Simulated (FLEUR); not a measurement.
# TePb (Fm-3m) in FLEUR: a series of runs, part 2 of 2

FLEUR MaX-R8.1 (later development tree). Earlier steps stand in the parts before.

### Step 5. Equation of state, LDA (Wigner correlation), 33.73 Å³/atom

Changes to inp.xml since step 4:

```diff
@@ -24,3 +24,3 @@
       <xi:include xmlns:xi="http://www.w3.org/2001/XInclude" href="sym.xml"> </xi:include>
-      <bulkLattice scale="0.9864848297">
+      <bulkLattice scale="1.0000000000">
          <bravaisMatrix>
```

Command:

```sh
> inpgen -f crystal.txt -profile fastHighL
> # inp.xml edited to the form shown
> fleur_MPI
```

It took 39 s on 1 thread of Arm Neoverse V1, shared host; peak memory 0.09 GiB.

The run converged. Its results:

- Free energy: -753806.3877 eV
- Valence electrons inside the program's atomic spheres: Pb 17.93; Te 20.12 (radii Pb 2.66, Te 2.66 bohr)

Caveat: this odd mesh misses L, where the gap lies, so gap, dielectric constants and Born charges aren't listed.

### Step 6. Equation of state, LDA (Wigner correlation), 35.08 Å³/atom (volume scaled by 1.04)

Changes to inp.xml since step 5:

```diff
@@ -24,3 +24,3 @@
       <xi:include xmlns:xi="http://www.w3.org/2001/XInclude" href="sym.xml"> </xi:include>
-      <bulkLattice scale="1.0000000000">
+      <bulkLattice scale="1.0131594038">
          <bravaisMatrix>
```

Potentials or basis: all-electron, FLAPW.

Command:

```sh
> inpgen -f crystal.txt -profile fastHighL
> # inp.xml edited to the form shown
> fleur_MPI
```

Run time: 45 s. Hardware: 1 thread of Arm Neoverse V1, shared host; peak memory 0.09 GiB.

It converged, with:

```
Free energy                                           : -753806.3710 eV
Valence electrons inside the program's atomic spheres : Pb 17.91; Te 20.09 (radii Pb 2.66, Te 2.66 bohr)
```

Caveat: this odd mesh misses L, where the gap lies, so gap, dielectric constants and Born charges aren't listed.

### Step 7. Equation of state, LDA (Wigner correlation), 35.75 Å³/atom (volume scaled by 1.06)

Changes to inp.xml since step 6:

```diff
@@ -24,3 +24,3 @@
       <xi:include xmlns:xi="http://www.w3.org/2001/XInclude" href="sym.xml"> </xi:include>
-      <bulkLattice scale="1.0131594038">
+      <bulkLattice scale="1.0196128224">
          <bravaisMatrix>
```

Command:

```sh
> inpgen -f crystal.txt -profile fastHighL
> # inp.xml edited to the form shown
> fleur_MPI
```

Run time: 46 s. Hardware: 1 thread of Arm Neoverse V1, shared host; peak memory 0.09 GiB.

It converged, with:

| Item | Value |
| --- | --- |
| Free energy | -753806.3533 eV |
| Valence electrons inside the program's atomic spheres | Pb 17.89; Te 20.08 (radii Pb 2.66, Te 2.66 bohr) |

Caveat: this odd mesh misses L, where the gap lies, so gap, dielectric constants and Born charges aren't listed.

### Step 8. Equation of state, LDA (Wigner correlation)

No new run: the results of the series are fitted here.

Results:

```yaml
Equilibrium_volume: 33.60 Å³/atom
Bulk_modulus: 45 GPa
Pressure_derivative_of_the_bulk_modulus: "4.5 (rough: it moves with the points fitted)"
```

Energy against volume, from the lowest point:
```
volume (Å³/atom)  energy (meV/atom)
          31.706              16.74
          32.380               6.66
          33.730               0.00
          35.079               8.35
          35.753              17.19
```

Caveat: this odd mesh misses L, where the gap lies, so gap, dielectric constants and Born charges aren't listed.

### Step 9. How close it comes

Step 2. Measured gap of TePb: 0.19 eV (direct; 4.2 K; a printed reference work, monograph). This calculation gives 0.60 eV (+0.41 eV). Spin-orbit coupling on Pb, Te is left out. The value is that of LDA (Wigner correlation), without temperature or zero-point motion.
